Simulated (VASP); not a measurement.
# Ti: convergence, self-consistent run

Ti, P1 (no. 1), 36 atoms in the cell. PBE; PAW potentials Ti_sv (PBE set). VASP 6.6.1.

Wanted: energy within 2 meV/atom; forces within 0.01 eV/Å.

What the run is for: forces in a large cell; Accuracy asked: standard; Cell repeated: 3 × 3 × 4.

POSCAR:
```
Ti
1.0
   -4.9230000000      4.9230000000      4.9230000000
    4.9230000000     -4.9230000000      4.9230000000
    6.5640000000      6.5640000000     -6.5640000000
Ti
36
Direct
    0.0024180000      0.0067550000      0.0006250000
    0.0046460000      0.0036470000      0.2527350000
   -0.0060750000     -0.0025470000      0.5010870000
   -0.0008110000     -0.0001350000      0.7523810000
    0.0005550000      0.3335650000      0.0024590000
    0.0036050000      0.3369650000      0.2536210000
    0.0007490000      0.3308970000      0.4992190000
   -0.0004130000      0.3409510000      0.7521530000
   -0.0024370000      0.6662170000     -0.0019610000
    0.0085960000      0.6696800000      0.2563310000
    0.0019980000      0.6677030000      0.5033430000
    0.0011080000      0.6736360000      0.7513570000
    0.3320850000     -0.0004480000     -0.0002740000
    0.3347320000      0.0007390000      0.2500670000
    0.3367590000     -0.0030220000      0.5002620000
[... 8 lines left out ...]
    0.3315180000      0.6624210000      0.7477620000
    0.6585880000     -0.0105630000     -0.0056250000
    0.6713030000      0.0008770000      0.2539490000
    0.6635900000     -0.0057030000      0.4985440000
    0.6690880000      0.0022490000      0.7514080000
    0.6741240000      0.3355040000      0.0035080000
    0.6698310000      0.3315600000      0.2500180000
    0.6697200000      0.3337100000      0.5030580000
    0.6625210000      0.3308150000      0.7506410000
    0.6669720000      0.6661330000     -0.0032390000
    0.6643100000      0.6621500000      0.2470740000
    0.6693990000      0.6667810000      0.5011930000
    0.6669260000      0.6696770000      0.7505230000
```

The series start from Plane-wave cutoff (eV): 320; Projection operators (LREAL): Auto, ROPT -0.00025; Precision mode (PREC): Normal; Electronic threshold (eV): 1e-5; Parallel layout: defaults; Program: vasp_std; Electronic algorithm: ALGO=Normal; Bands a block (NSIM): NSIM=4; Data layout and linear algebra: defaults. Each series keeps the choices made before it, and each single choice may use up half of a tolerance.

## Plane-wave cutoff (eV)

| Plane-wave cutoff (eV) | Energy less reference (meV/atom) | Forces, largest deviation (eV/Å) | SCF iterations | Time (s) |
|---|---|---|---|---|
| 250 | 22.0 | 0.035 | 24 | 20 |
| 280 | 17.4 | 0.015 | 24 | 17 |
| 320 | 15.9 | 0.007 | 24 | 26 |
| 360 | 12.2 | 0.014 | 24 | 24 |
| 440 (reference) | 0.0 | 0.000 | 24 | 33 |

Chosen: 440; the next looser run is off by more than half of the tolerance, so convergence isn't shown beyond this value.

## Projection operators (LREAL)

| Projection operators (LREAL) | Energy less reference (meV/atom) | Forces, largest deviation (eV/Å) | SCF iterations | Time (s) |
|---|---|---|---|---|
| Auto, ROPT -0.005 | 3.6 | 0.182 | 24 | 29 |
| Auto, ROPT -0.002 | 1.4 | 0.065 | 24 | 31 |
| Auto, ROPT -0.001 | 1.4 | 0.065 | 24 | 30 |
| Auto, ROPT -0.0005 | 0.1 | 0.005 | 24 | 38 |
| Auto, ROPT -0.00025 | 0.1 | 0.002 | 24 | 33 |
| Auto, ROPT -0.0001 | 0.4 | 0.000 | 24 | 43 |
| False (reference) | 0.0 | 0.000 | 24 | 54 |

Chosen: Auto, ROPT -0.00025, the loosest value from which every tighter one stays within half of the tolerance.

## Precision mode (PREC)

| Precision mode (PREC) | Energy less reference (meV/atom) | Forces, largest deviation (eV/Å) | SCF iterations | Time (s) |
|---|---|---|---|---|
| SingleN | -0.8 | 0.009 | 24 | 36 |
| Normal | 0.0 | 0.002 | 24 | 33 |
| Accurate (reference) | 0.0 | 0.000 | 24 | 82 |

Chosen: Normal.

## Electronic threshold (eV)

| Electronic threshold (eV) | Energy less reference (meV/atom) | Forces, largest deviation (eV/Å) | SCF iterations | Time (s) |
|---|---|---|---|---|
| 0.001 | 0.0 | 0.032 | 19 | 34 |
| 0.0001 | 0.0 | 0.004 | 23 | 38 |
| 1e-5 | 0.0 | 0.003 | 24 | 33 |
| 1e-6 | 0.0 | 0.001 | 28 | 46 |
| 1e-7 (reference) | 0.0 | 0.000 | 34 | 55 |

Chosen: 0.0001.

## Parallel layout

| Parallel layout | Energy less reference (meV/atom) | Forces, largest deviation (eV/Å) | SCF iterations | Time (s) |
|---|---|---|---|---|
| defaults | 0.0 | 0.000 | 23 | 38 |
| NCORE=2 | 0.0 | 0.001 | 23 | 43 |
| NCORE=4 | 0.0 | 0.001 | 23 | 38 |
| NCORE=8 | 0.0 | 0.001 | 23 | 37 |
| NPAR=2 | 0.0 | 0.001 | 23 | 38 |

Chosen: defaults; no other choice that stays within half of the tolerance saves 30 % of the time.

## Program

| Program | Energy less reference (meV/atom) | Forces, largest deviation (eV/Å) | SCF iterations | Time (s) |
|---|---|---|---|---|
| vasp_std | 0.0 | 0.000 | 23 | 38 |
| vasp_gam | 0.0 | 0.001 | 23 | 38 |

Chosen: vasp_std.

## Electronic algorithm

| Electronic algorithm | Energy less reference (meV/atom) | Forces, largest deviation (eV/Å) | SCF iterations | Time (s) |
|---|---|---|---|---|
| ALGO=Normal | 0.0 | 0.000 | 23 | 38 |
| ALGO=Fast | 0.0 | 0.005 | 42 | 55 |
| ALGO=VeryFast | 0.0 | 0.005 | 69 | 82 |
| ALGO=All ISEARCH=1 | 0.0 | 0.023 | 34 | 44 |

Chosen: ALGO=Normal.

## Bands a block (NSIM)

| Bands a block (NSIM) | Energy less reference (meV/atom) | Forces, largest deviation (eV/Å) | SCF iterations | Time (s) |
|---|---|---|---|---|
| NSIM=4 | 0.0 | 0.000 | 23 | 38 |
| NSIM=1 | 0.0 | 0.000 | 23 | 34 |
| NSIM=2 | 0.0 | 0.000 | 23 | 32 |
| NSIM=8 | 0.0 | 0.001 | 23 | 34 |
| NSIM=16 | 0.0 | 0.002 | 23 | 44 |

Chosen: NSIM=4.

## Data layout and linear algebra

| Data layout and linear algebra | Energy less reference (meV/atom) | Forces, largest deviation (eV/Å) | SCF iterations | Time (s) |
|---|---|---|---|---|
| defaults | 0.0 | 0.000 | 23 | 38 |
| LPLANE=False | 0.0 | 0.000 | 23 | 37 |
| LSCALAPACK=False | 0.0 | 0.000 | 23 | 36 |
| LSCALU=True | 0.0 | 0.000 | 23 | 37 |

Chosen: defaults.

## All choices together

| Input | Energy less reference (meV/atom) | Forces, largest deviation (eV/Å) | Time (s) |
|---|---|---|---|
| the program's defaults (naive) | 16.6 | 0.063 | 13 |
| chosen settings | 0.1 | 0.004 | 38 |
| reference settings throughout | 0.0 | 0.000 | 93 |

The chosen settings stay within the tolerance of the reference run, but the reference itself isn't shown to be converged in: Plane-wave cutoff (eV).

## The input

INCAR:
```
ALGO = Normal
EDIFF = 1E-4
ENCUT = 440
GGA = PE
GGA_COMPAT = F
ISIF = 2
ISMEAR = 1
ISYM = 0
LASPH = T
LCHARG = F
LREAL = Auto
LWAVE = F
NELM = 120
NSIM = 4
PREC = Normal
ROPT = -0.00025
SIGMA = 0.1
```

KPOINTS:
```
k-points
0
Gamma
  1 1 1
```

Commands:
```
cat potpaw_PBE.64/Ti_sv/POTCAR > POTCAR
mpirun -np 8 vasp_std > vasp.out
```

Limits: Only the k mesh 1 × 1 × 1 was run, so its error is untested.

The chosen input took VASP 6.6.1 38 s on 8 cores (Intel Xeon 6975P-C (Granite Rapids)), a shared host.

## An input that fails: Gamma-only program on a mesh of k points

VASP's message: You are using the Gamma-point-only version with more than one k-point or some other non-Gamma k-point.

k mesh: 1 × 1 × 1 becomes 2 × 2 × 2.

Changes against the starting input:
```
- NELM = 120
+ NELM = 83
- vasp_std
+ vasp_gam
(KPOINTS)
-k-points
+Automatic mesh
-  1 1 1
+  2 2 2
+  0 0 0
```
